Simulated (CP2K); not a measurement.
## Pd under changes of volume

One of the cells (15.547 Å³/atom); the others are scaled copies at fixed shape and fractional positions:

```
CELL_PARAMETERS angstrom
2.72327 0.00000 0.00000
-0.90776 2.56752 0.00000
-0.90776 -1.28376 2.22354
ATOMIC_POSITIONS crystal
Pd 0.00000 0.00000 0.00000
```

This isn't the form of Pd at room conditions, which is fcc.

* Program: CP2K 2026.2
* Functional: LDA
* Potentials or basis: GTH_POTENTIALS Pd GTH-PADE-q18; TZVP-MOLOPT-PBE-GTH basis
* Density cutoff: 6803 eV
* k mesh: 12 × 12 × 12
* Occupations: fermi-dirac, width 0.05 eV
* Spin: no spin polarisation

| volume (Å³/atom) | energy over the lowest point (meV/atom) | pressure (GPa) |
| --- | --- | --- |
| 14.614 | 0.00 | -8.7 |
| 14.925 | 20.96 | -12.6 |
| 15.236 | 48.96 | -16.0 |
| 15.547 | 83.18 | -19.0 |
| 15.858 | 122.68 | -21.5 |
| 16.169 | ? | ? |
| 16.480 | 214.62 | -25.5 |

Problem. What does the run at 16.169 Å³/atom give?

Solution. Energy over the lowest point 166.72 meV/atom; pressure -23.6 GPa.

Worked out: A Birch-Murnaghan fit of order 3 (a polynomial in V^(-2/3)) to the other rows has no minimum within the range. It gives 166.70 meV/atom at 16.169 Å³/atom, against the run's 166.72, and -dE/dV = -23.7 GPa, against -23.6.

Energies are extrapolated to zero smearing.

Caveats: the basis of atomic orbitals isn't converged, which shifts pressures, moduli and gaps.
